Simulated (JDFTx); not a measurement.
Input of a JDFTx 1.7.0 (patched build) run:

CdO.in

```
lattice \
    3.3226947600     1.6613473800     1.6613473800 \
    0.0000000000     2.8775380712     0.9591793571 \
    0.0000000000     0.0000000000     2.7129689110
latt-scale 1.889726124626 1.889726124626 1.889726124626
coords-type Lattice
ion Cd     0.0000000000     0.0000000000     0.0000000000 1
ion O      0.5000000000     0.5000000000     0.5000000000 1

ion-species pseudo/Cd.upf
ion-species pseudo/O.upf
elec-cutoff 51 408
elec-ex-corr gga-PBEsol
kpoint-folding 10 10 10
elec-smearing Gauss 0.00091873305
elec-n-bands 19
electronic-SCF nIterations 100 energyDiffThreshold 1e-09
electronic-minimize nIterations 30 energyDiffThreshold 1e-7
converge-empty-states yes
forces-output-coords Cartesian

dump-name run.$VAR
dump End Ecomponents EigStats BandEigs Kpoints Forces Stress ElecDensity Dtot KEdensity
```

Potentials or basis: PseudoDojo-SR-PBEsol-0.4.1-standard with smoothed tails.

Launch:

```sh
$ jdftx -c 1 -i CdO.in -o CdO.out
```

(1) Predict the band gap on the k mesh.

(2) Estimate the Loewdin charges.

Answers

(1) none (metal or under the smearing width).

(2) Cd +1.34; O -1.16 e.
